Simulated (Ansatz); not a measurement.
Zincblende KCl, relaxed with r2SCAN, was run in Ansatz under altered settings. All numbers are computed, without spin polarisation but where a row says otherwise.

```
K Cl
1.0
     0.00000    3.50728    3.50728
     3.50728    0.00000    3.50728
     3.50728    3.50728    0.00000
K Cl
1 1
Direct
  0.00000 0.00000 0.00000
  0.25000 0.25000 0.25000
```

The base run's other keys:
```yaml
kpoints:
  mp_grid: { grid: [4, 4, 4] }
hamiltonian:
  xc: hse06
scf:
  occupations: { method: fixed }
  n_extra_bands: 4
```

It takes 10 iterations with 1687 plane waves at 420 eV and 8 k points, and leaves a mean stress of +0.15 GPa. The gap over this mesh is 6.022 eV. It ran on 4 threads of Arm Neoverse N1, on a shared host.

Outcomes, with energy and stress as changes against the base:
```csv
setting,outcome,ΔF (meV/atom),Δ mean stress (GPa),gap on the mesh (eV),iterations,wall time
"PBE hybrid, exx coeff 0.2, omega 0.5 1/Å",converged,–,0.0,5.281,9,11 s
"PBE hybrid, exx coeff 1.0, omega 0.1 1/Å",converged,–,-0.4,11.467,18,16 s
"PBE hybrid, exx coeff 0.1, omega 0.3 1/Å",converged,–,+0.1,5.172,9,10 s
hamiltonian.xc: cam_b3lyp,converged,–,-0.1,8.806,12,14 s
"PBE hybrid, exx coeff 1.5, omega 0.1 1/Å",refused,–,–,–,–,0.04 s
scf.occupations: methfessel_paxton 0.05,converged,0.0,0.0,6.022,10,11 s
```
A dash marks a value that wasn't obtained or can't be compared. Stress is positive in compression. The base took 11 s.

- PBE hybrid, exx coeff 0.2, omega 0.5 1/Å. That is 20 % exact exchange, screened with ω = 0.5 1/Å, against HSE06's 25 % screened at 0.208 1/Å. The mean stress moves by 0.0 GPa and the gap on the mesh by -0.741 eV (to 5.281). Totals of different functionals aren't comparable.
- PBE hybrid, exx coeff 1.0, omega 0.1 1/Å. That is 100 % exact exchange, screened with ω = 0.1 1/Å, against HSE06's 25 % screened at 0.208 1/Å. The mean stress moves by -0.4 GPa and the gap on the mesh by +5.444 eV (to 11.467). Totals of different functionals aren't comparable. The program warns that on this mesh the truncation of the exchange isn't bounded, so part of the change can be an error of the mesh.
- PBE hybrid, exx coeff 0.1, omega 0.3 1/Å. That is 10 % exact exchange, screened with ω = 0.3 1/Å, against HSE06's 25 % screened at 0.208 1/Å. The mean stress moves by +0.1 GPa and the gap on the mesh by -0.850 eV (to 5.172). Totals of different functionals aren't comparable.
- hamiltonian.xc: cam_b3lyp. The mean stress moves by -0.1 GPa and the gap on the mesh by +2.784 eV (to 8.806). It's another functional on the same cell, so totals aren't comparable.
- PBE hybrid, exx coeff 1.5, omega 0.1 1/Å. The program doesn't start. Error: invalid value for `hamiltonian.xc.exx.coeff`: must be finite and in (0, 1]; got 1.5

Within 1 meV an atom, 0.1 GPa and 0.005 eV of the base stay: scf.occupations: methfessel_paxton 0.05.

The stress of a hybrid is loosely converged in these runs.

The meshes of the hybrids are coarse, so their gaps aren't converged to the digits shown.
